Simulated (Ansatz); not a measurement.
Task: a phonon calculation by finite displacements of In, space group I4/mmm, with Ansatz 0.2.0, Python API. Give the script and its output. Use: PBE, norm-conserving potentials, the default cutoff (952 eV here), 12×12×12 k-points, Fermi-Dirac smearing of 0.3 eV, D3BJATM dispersion.

```yaml
crystal:
  lattice:
    - [-1.62547, 1.62547, 2.47370]
    - [1.62547, -1.62547, 2.47370]
    - [1.62547, 1.62547, -2.47370]
  atoms:
    - { symbol: In, position: [0.00000, 0.00000, 0.00000] }
```

Script `phonons_in.py`:
```python
"""Phonons of In by finite displacements."""

from pathlib import Path

import ansatz as az
from ase import Atoms
import numpy as np


def main() -> None:
    atoms = Atoms(
        ["In"],
        scaled_positions=[
            (0.0, 0.0, 0.0),
        ],
        cell=[
            (-1.62547, 1.62547, 2.4737),
            (1.62547, -1.62547, 2.4737),
            (1.62547, 1.62547, -2.4737),
        ],
        pbc=True,
    )
    xtal = az.Crystal.from_ase(atoms)
    path = [
        ("G", (0.0, 0.0, 0.0)),
        ("X", (0.0, 0.0, 0.5)),
        ("P", (0.25, 0.25, 0.25)),
        ("N", (0.0, 0.5, 0.0)),
        ("G", (0.0, 0.0, 0.0)),
        ("M", (0.5, 0.5, -0.5)),
        ("S", (0.35795, 0.64205, -0.35795)),
    ]

    # the k mesh has to be a multiple of the supercell
    calculation = (
        xtal.calculation()
        .functional("PBE", dispersion="d3bjatm")
        .pseudopotentials("nc")
        .mixing("msr1")
        .scf(max_iterations=200, lower_state_search="standard")
        .occupations("fermi_dirac", width=0.3)
        .kpoints(12, 12, 12)
        .phonons("fd", supercell=2, path=[q for _, q in path], intervals=8)
    )
    out = calculation.run(threads=1, backend="cpu", runs_dir="runs")
    folder = Path(out.output_folder) / "results"
    ph = out.phonons

    print("modes at Gamma (1/cm):", np.round(ph.gamma_omega_inv_cm, 1) + 0.0)
    print(f"{ph.n_members} displaced supercells, sum-rule residual {ph.asr_residual_pre_ev_ang2:.1e} eV/A^2")
    table = np.loadtxt(folder / "phbands.tsv", comments="#")
    n_modes = len(ph.gamma_omega_inv_cm)
    omega = table[:, 1 : 1 + n_modes]
    for i, (label, _) in enumerate(path):
        print(f"{label:3s}", " ".join(f"{v:7.1f}" for v in omega[min(i * 8, len(omega) - 1)]))
    # a negative number stands for an imaginary frequency
    print(f"lowest {omega.min():.1f}, highest {omega.max():.1f} 1/cm on the path;", "unstable" if omega.min() < -10 else "no imaginary branch")


if __name__ == "__main__":
    main()
```

`python phonons_in.py` gives:
```text
DeckWarning: basis.ecutwfc = 952.398519 eV, auto-derived from the records' recommended cutoffs: set by In (normal level)
modes at Gamma (1/cm): [0. 0. 0.]
1 displaced supercells, sum-rule residual 1.4e-04 eV/A^2
G       0.0     0.0     0.0
X      49.2    74.3   117.8
P      49.2    98.5    98.5
N      23.9    37.1   118.8
G       0.0     0.0     0.0
M      49.0    49.0   111.1
S      39.7    89.0    94.9
lowest 0.0, highest 118.8 1/cm on the path; no imaginary branch
```
(Warnings from the package without file and line.)

Reading the output:
- These settings explore the input space; cutoff and mesh may be short of convergence.
- The cell isn't relaxed first, so the values belong to this volume.
- Dispersion corrections can be off by several per cent in the lattices of metals, and by several GPa in the pressure at a fixed cell.
- For a metal this k-point mesh is coarse: on a finer one energies can move by several to tens of meV an atom and pressures by half a GPa or more, differences at one mesh by less.
- The structure is taken as given and the supercell is small; imaginary modes can come from an unrelaxed or unstable start. Phonons of metals also depend on mesh and smearing.
- Wall time of the script: 5.2 min on 1 thread of Arm Neoverse V2 (shared host), peak memory 2.4 GiB.

(Lines on the test bed's own set-up are left out of the output.)
